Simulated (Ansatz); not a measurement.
Start from `C1=CCC1` and change one atom or group to get `FC1=CCC1`.

Ansatz, PBE0-D4/def2-TZVP geometries, multiplicity 1. 

| property | `C1=CCC1` |
| --- | --- |
| size of the dipole moment (PBE/def2-TZVPP) / D | 0.19 |
| HOMO energy (PBE/def2-TZVPP) / eV | -6.05 |
| LUMO energy (ωB97M-V/def2-TZVPP) / eV | 2.62 |
| LUMO energy (PBE0/def2-TZVPP) / eV | 0.49 |
| size of the dipole moment (B3LYP/def2-TZVPP) / D | 0.15 |
| HOMO–LUMO gap (B3LYP/def2-TZVPP) / eV | 7.17 |

(1) Give the same properties after the change, and the shifts. (Estimate.)

Results:

(1) Computed: 
```tsv
property	`FC1=CCC1`	shift
size of the dipole moment (PBE/def2-TZVPP) / D	1.35	1.16
HOMO energy (PBE/def2-TZVPP) / eV	-5.90	0.15
LUMO energy (ωB97M-V/def2-TZVPP) / eV	2.84	0.22
LUMO energy (PBE0/def2-TZVPP) / eV	0.70	0.21
size of the dipole moment (B3LYP/def2-TZVPP) / D	1.48	1.33
HOMO–LUMO gap (B3LYP/def2-TZVPP) / eV	7.32	0.15
```

With PBE0 the HOMO rises by 0.06 eV and the LUMO rises by 0.21 eV, so the gap widens by about 0.15 eV. PBE moves the HOMO by 0.15 eV and ωB97M-V by 0.07 eV. Dipoles are sizes alone; their direction can turn.

B3LYP here is the variant with VWN-RPA as its local correlation; programs differ in this.

Positive LUMOs are unbound, so they and the gaps depend on the basis.
